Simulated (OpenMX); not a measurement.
ZnS under changes of volume

One of the cells (19.727 Å³/atom); the others are scaled copies at fixed shape and fractional positions:

```
CELL_PARAMETERS angstrom
0.00000 2.70200 2.70200
2.70200 0.00000 2.70200
2.70200 2.70200 0.00000
ATOMIC_POSITIONS crystal
Zn 0.75000 0.75000 0.75000
S 0.00000 0.00000 0.00000
```

| Item | Value |
| --- | --- |
| Program | OpenMX 3.8.5 |
| Functional | PBE |
| Potentials or basis | OpenMX 2013 PBE set, Zn6.0H-s2p2d1, S7.0-s2p2d1, fixed grid of 42 × 42 × 42 points |
| k mesh | 9 × 9 × 9 |
| Occupations | fermi-dirac, width 0.05 eV |
| Spin | no spin polarisation |

| volume (Å³/atom) | energy over the lowest point (meV/atom) | gap on the mesh (eV) |
| --- | --- | --- |
| 18.543 | 84.57 | 2.75 |
| 18.938 | 58.90 | 2.64 |
| 19.332 | 38.28 | 2.53 |
| 19.727 | 22.45 | 2.42 |
| 20.121 | 11.29 | 2.32 |
| 20.516 | ? | ? |
| 20.910 | 0.00 | 2.12 |

What does the run at 20.516 Å³/atom give?

Energy over the lowest point 3.88 meV/atom; gap on the mesh 2.22 eV.

Worked out: A Birch-Murnaghan fit of order 3 (a polynomial in V^(-2/3)) to the other rows has its minimum at 21.16 Å³/atom, just outside them, with B0 = V·E''(V) = 68 GPa and B' = 3.8. It gives 3.78 meV/atom at 20.516 Å³/atom, against the run's 3.88. A straight line through the other rows of the gap, of slope -5.25 eV per unit of ln V (its deformation potential), gives 2.22 eV, against the run's 2.22.

Energies are extrapolated to zero smearing.

Caveats: the transition metal has a single d function, too few for pressures, volumes and moments; the basis of atomic orbitals isn't converged, which shifts pressures, moduli and gaps.
